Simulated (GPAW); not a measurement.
# Moments of Co(n) on Re(0001) against film thickness

How do surface and interface change the moments of a thin Co film?

Main program and level: GPAW 26.7.0; PBE; plane waves with GPAW's PAW setups, scalar-relativistic.

## (1) The starting structure

The cell holds 5 atoms: 4 Re and 1 Co. Its edges and angles: a = 2.761 Å, b = 2.761 Å, c = 20.634 Å, α = 90.0°, β = 90.0°, γ = 120.0°. Model film: ideal sites on the in-plane mesh of the substrate or spacer, layer spacings from atomic volumes, unrelaxed, 12 Å of vacuum. Vacuum lies along c.

This is the thinnest of the films shown.

## (2) The first case, n = 1

This run shows input and output; the others differ in the layers and in the signs of the starting moments.

order1.py reads:

```python
import json
import numpy as np
from ase import Atoms
from ase.parallel import paropen, parprint
from gpaw import GPAW

atoms = Atoms(['Re', 'Re', 'Re', 'Re', 'Co'],
    cell=[[2.761, 0.0, 0.0],
         [-1.3805, 2.391096, 0.0],
         [0.0, 0.0, 20.633987]],
    scaled_positions=[[0.0, 0.0, 0.290782],
         [0.333333, 0.666667, 0.398695],
         [0.0, 0.0, 0.506607],
         [0.333333, 0.666667, 0.614519],
         [0.0, 0.0, 0.709218]],
    pbc=True,
    magmoms=[0.0, 0.0, 0.0, 0.0, 1.8])
atoms.calc = GPAW(mode={'name': 'pw', 'ecut': 450},
    xc='PBE',
    kpts={'size': (18, 18, 1), 'gamma': True},
    occupations={'name': 'fermi-dirac', 'width': 0.05},
    convergence={'density': 1e-05, 'energy': 1e-05},
    maxiter=200,
    mixer={'name': 'pulay', 'beta': 0.03, 'nmaxold': 8, 'weight': 100},
    symmetry={'tolerance': 1e-4},
    txt='order1.txt')
e = atoms.get_potential_energy(force_consistent=True)
res = {'free_energy': e, 'energy_sigma0': atoms.get_potential_energy(), 'fermi_energy': atoms.calc.get_fermi_level()}
res['moments'] = atoms.get_magnetic_moments().tolist()
res['total'] = atoms.get_magnetic_moment()
parprint('site moments (muB):', np.round(res['moments'], 3))
parprint(f"total moment: {res['total']:.3f} muB")
parprint(f'free energy: {e:.6f} eV')
atoms.calc.write('order1.gpw')
with paropen('results.json', 'w') as f:
    json.dump(res, f)
```

On the command line:

```
OMP_NUM_THREADS=1 mpirun -n 4 gpaw python order1.py > order1.log
```

Numbers of over 12 decimals in the logs are rounded to 6 here.

What it wrote:

```text
site moments (muB): [ 0.057  0.017  0.048 -0.016  1.373]
total moment: 1.458 muB
free energy: -52.366916 eV

--- order1.txt ---
Input parameters:
  mode=PW(ecut=450),
  convergence={'density': 1e-05, 'energy': 1e-05},
  kpts=MonkhorstPack(size=(18, 18, 1), gamma=True),
  maxiter=200,
  mixer=Pulay(name='pulay', nmaxold=8, beta=0.03, weight=100, sigma=0.015, g_ss=None),
  occupations=Occupations(name='fermi-dirac', width=0.05),
  symmetry=Symmetry(tolerance=0.0001),
  xc=XC(name='PBE')

Diagonalizing LCAO Hamiltonian
Converting LCAO to pw mode

       Co

        Re

       Re

        Re

       Re

Atoms  # Å, Bohr magnetons
|   | symbol |         x |        y |         z |    initial magnetic moments |
|---|--------|-----------|----------|-----------|-----------------------------|
| 0 |     Re |  0.000000 | 0.000000 |  5.999992 | ( 0.0000,  0.0000,  0.0000) |
| 1 |     Re | -0.000001 | 1.594065 |  8.226667 | ( 0.0000,  0.0000,  0.0000) |
| 2 |     Re |  0.000000 | 0.000000 | 10.453322 | ( 0.0000,  0.0000,  0.0000) |
| 3 |     Re | -0.000001 | 1.594065 | 12.679977 | ( 0.0000,  0.0000,  0.0000) |
| 4 |     Co |  0.000000 | 0.000000 | 14.633995 | ( 0.0000,  0.0000,  1.8000) |

Number of symmetries: 6

BZ-sampling:
  Number of BZ points: 324
  Number of IBZ points: 37

  Monkhorst-Pack size: [18, 18, 1]
  Monkhorst-Pack shift: [0.027778, 0.027778, 0.0]

Plane wave coefficients: 2984
Cutoff: 450.000000 eV

Spin-components: 2 (collinear spins)
Bands:           42
Projectors:      30
Spin-degeneracy: 1
Datatype:        complex128

Parallelization:
  kpt:    4
  domain: 1
  band:   1

Density:
  Valence electrons: 61.0
  Components: 2
  Grid points: [ 14  14 105]
  Charge: 0.0  # |e|

Potential:
  Grid points: [ 14  14 105]

[... setups left out ...]
Reference energy: -1852652.931969  # eV

convergence criteria:
- Maximum integral of absolute [dens]ity change: 1e-05 electrons / valence electron
- Maximum [total energy] change in last 3 cyles: 1e-05 eV / valence electron
- Maximum integral of absolute [eigenst]ate change: 4e-08 eV^2 / valence electron
maximum number of iterations: 200

SCF iterations
|iter     |      energy | eigst |  dens |  magmom |
|---------|-------------|-------|-------|---------|
|iter:   1|       0s |  -54.968835 | +0.33 |       |  +1.8018|
|iter:   2|       3s |  -58.053714 | -1.06 | -0.93 |  +1.7697|
|iter:   3|       7s |  -53.626860 | -1.49 | -0.85 |  +1.7772|
|iter:   4|      11s |  -53.413336 | -2.57 | -1.07 |  +1.7644|
|iter:   5|      15s |  -52.876376 | -1.82 | -1.11 |  +1.7191|
|iter:   6|      19s |  -52.730320 | -1.58 | -1.25 |  +1.6750|
|iter:   7|      23s |  -52.474343 | -2.19 | -1.23 |  +1.6487|
|iter:   8|      27s |  -52.380700 | -2.49 | -1.36 |  +1.6345|
|iter:   9|      31s |  -52.281885 | -1.86 | -1.44 |  +1.5543|
|iter:  10|      35s |  -52.285774 | -2.86 | -1.83 |  +1.5551|
[... 30 iterations left out ...]
|iter:  41|     145s |  -52.344377c| -7.62c| -4.44 |  +1.4557|
|iter:  42|     147s |  -52.344380c| -7.61c| -4.54 |  +1.4563|
|iter:  43|     149s |  -52.344381c| -7.93c| -4.66 |  +1.4565|
|iter:  44|     151s |  -52.344383c| -7.61c| -4.70 |  +1.4571|
|iter:  45|     153s |  -52.344384c| -8.11c| -4.69 |  +1.4571|
|iter:  46|     155s |  -52.344383c| -7.87c| -4.70 |  +1.4571|
|iter:  47|     157s |  -52.344383c| -8.34c| -4.86 |  +1.4571|
|iter:  48|     158s |  -52.344383c| -8.17c| -4.90 |  +1.4571|
|iter:  49|     160s |  -52.344385c| -7.80c| -4.97 |  +1.4575|
|iter:  50|     162s |  -52.344385c| -8.47c| -5.22c|  +1.4576|

Converged in 50 steps
Energy contributions relative to reference atoms: (reference = -1852652.931969)

Energy contributions:
  Kinetic:          11.906618
  Coulomb:         -18.360757
  Zero:              0.401847
  External:          0.000000
  Xc:              -46.269563
  Entropy:          -0.045061
  Spinorbit:         0.000000
  ----------------------------
  Free energy:     -52.366916
  Extrapolated:    -52.344385

dipole moment: (-20.650666, -18.593212, 0.062959)  # |e|*Ang

Total magnetic moment: (0.000000, 0.000000, 1.457561)

Local magnetic moments
|        x |        y |         z |
|----------|----------|-----------|
| 0.000000 | 0.000000 |  0.056633 |  # Re   0
| 0.000000 | 0.000000 |  0.017368 |  # Re   1
| 0.000000 | 0.000000 |  0.048199 |  # Re   2
| 0.000000 | 0.000000 | -0.015922 |  # Re   3
| 0.000000 | 0.000000 |  1.373348 |  # Co   4

Fermi level: 4.884
Eigenvalues  # (at kpt = [-0.000, -0.000, 0.000])
| band index |      eig [eV] | occ [0-1] |      eig [eV] | occ [0-1] |
|------------|---------------|-----------|---------------|-----------|
|          0 |       -37.476 |     1.000 |       -37.458 |     1.000 |
|        ... |               |           |               |           |
|         25 |         3.192 |     1.000 |         3.521 |     1.000 |
|         26 |         3.386 |     1.000 |         3.877 |     1.000 |
|         27 |         3.474 |     1.000 |         3.877 |     1.000 |
|         28 |         3.474 |     1.000 |         4.067 |     1.000 |
[...]
|         37 |         6.739 |     0.000 |         6.838 |     0.000 |
|         38 |         6.739 |     0.000 |         6.838 |     0.000 |
|         39 |         7.681 |     0.000 |         7.746 |     0.000 |
|        ... |               |           |               |           |
|         41 |         8.133 |     0.000 |         8.172 |     0.000 |

No gap
No difference between direct/indirect transitions
```

Wall time 2.9 min (4 MPI ranks of Arm Neoverse V1, shared host); peak memory 0.96 GiB.

Spin moment in the augmentation sphere by atom:

```csv
atom,spin moment in the augmentation sphere (μB)
Re1,0.06
Re2,0.02
Re3,0.05
Re4,-0.02
Co5,1.37
```

## (3) The series

Moments are those inside the augmentation spheres, from the interface outwards, for the parallel start.

```csv
n,Co moments (μB),mean (μB),net moment (μB a cell),substrate atom next to the film (μB),cost of turning the top layer (meV)
1,1.37,1.37,1.46,-0.02,-
2,1.35 1.87,1.61,3.22,-0.06,-
3,1.18 1.72 1.85,1.59,4.70,-0.06,-
4,1.19 1.63 1.76 1.85,1.61,6.31,-0.05,-
5,1.18 1.62 1.66 1.75 1.86,1.62,7.95,-0.05,-
6,1.18 1.63 1.66 1.66 1.76 1.86,1.62,9.54,-0.06,-
```

A dash: one layer only, the run did not finish, or the turned layer did not last.

## (4) Outcome

| Property | Result |
| --- | --- |
| mean moment, first and last row | 1.37 and 1.62 μB |
| interface, middle, surface at n = 6 | 1.18, 1.66, 1.86 μB |

**Reading.** The mean moment goes from 1.37 μB at n = 1 to 1.62 μB at n = 6. In the last film the surface layer lies +0.20 μB and the interface layer -0.47 μB from the middle. The films are strained onto the substrate's mesh and unrelaxed, which shifts moments; at most one other alignment was tried, and spin–orbit coupling is left out.

[Logs and program files are shortened in this print: banners, set-up blocks, solver, clock and traceback lines can be left out without a mark of their own.]

[Logs are printed without paths, hosts, clocks, repeated set-up lines and the standing remarks that a program may print on its own settings, such as how far it seeks lower states.]

[Hosts, paths, dates, database ids (printed as entryN), source tags and the programs' standing remarks are cut or masked in the printed files.]

[Where a cell is said to come from a database of computed structures, the database is the Materials Project.]
